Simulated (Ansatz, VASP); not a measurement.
## One calculation of Ta3H8, two programs

```
Ta H
1.0
     3.99711    0.00000    0.00000
     0.00000    3.99711    0.00000
     0.00000    0.00000    3.99711
Ta H
3 8
Direct
  0.50000 0.00000 0.00000
  0.00000 0.50000 0.00000
  0.00000 0.00000 0.50000
  0.66835 0.66835 0.66835
  0.33165 0.33165 0.66835
  0.33165 0.66835 0.33165
  0.66835 0.33165 0.33165
  0.66835 0.66835 0.33165
  0.33165 0.33165 0.33165
  0.66835 0.33165 0.66835
  0.33165 0.66835 0.66835
```

Alike in both runs: task relaxation of cell and atoms; functional PBE; k mesh 4 × 4 × 4; occupations gaussian, width 0.1 eV; no spin polarisation.

|  | VASP | Ansatz |
| --- | --- | --- |
| version | VASP 6.6.1 | Ansatz 0.2.0 |
| potentials or method | VASP PAW PBE potentials, release 64 (Ta_pv, H) | scalar-relativistic, plane waves, PAW |
| plane-wave cutoff (eV) | 600 | 420 |
| valence electrons in the cell | 41 | 47 |

|  | VASP | Ansatz | Ansatz less VASP |
| --- | --- | --- | --- |
| gap on the k mesh at the Fermi level, each at its own relaxed structure (eV) | none | none | - |
| relaxed volume (Å³/atom) | 7.68 | 7.69 | +0.007 |
| relaxed cell length with the largest relative difference (Å) | 4.388 | 4.390 | +0.0012 |
| energy change over the relaxation (meV/atom) | -493 | -494 | -1.4 |

A gap of «none» marks a metal or a gap that the smearing closes. The two sets of potentials don't hold the same shells in valence.

Caveats: the k mesh is coarse (spacing up to 0.39 Å⁻¹), so the values aren't converged; the volume moved by over 15 % at a fixed basis, so the end points are rough (VASP). Spin-orbit coupling is left out, which matters for the levels of Ta.
